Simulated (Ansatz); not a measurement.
**Sn under changes of volume**

One of the cells (28.673 Å³/atom); the others are scaled copies at fixed shape and fractional positions:

```xyz
1
Lattice="-1.7265 1.7755 2.3383 1.7265 -1.7755 2.3383 1.7265 1.7755 -2.3383" Properties=species:S:1:pos:R:3 pbc="T T T"
Sn    0.0000    0.0000    0.0000
```

This isn't the form of Sn at room conditions, which is tetragonal (white tin).

```yaml
Program: Ansatz 0.2.0
Functional: LDA
Potentials_or_basis: Ansatz PAW
Cutoff: "420 eV (not typed: the program's choice for these potentials)"
k_mesh: 11 × 11 × 11
Occupations: fermi-dirac, width 0.05 eV
Spin: no spin polarisation
```

| volume (Å³/atom) | energy over the lowest point (meV/atom) | pressure (GPa) |
| --- | --- | --- |
| 26.953 | 0.00 | -2.2 |
| 27.526 | 9.53 | -3.2 |
| 28.100 | ? | ? |
| 28.673 | 38.20 | -4.8 |
| 29.247 | 56.59 | -5.5 |
| 29.820 | 77.23 | -6.1 |
| 30.394 | 99.88 | -6.6 |

**Question.** What does the run at 28.100 Å³/atom give?

**Answer.** Energy over the lowest point 22.40 meV/atom; pressure -4.0 GPa.

Worked out: A Birch-Murnaghan fit of order 3 (a polynomial in V^(-2/3)) to the other rows has no minimum within the range. It gives 22.41 meV/atom at 28.100 Å³/atom, against the run's 22.40, and -dE/dV = -4.0 GPa, against -4.0.

Energies are extrapolated to zero smearing.

Caveats: the PAW data sets come from PBE, with cores solved anew for the run's functional, which leaves a small shift of forces and pressure.
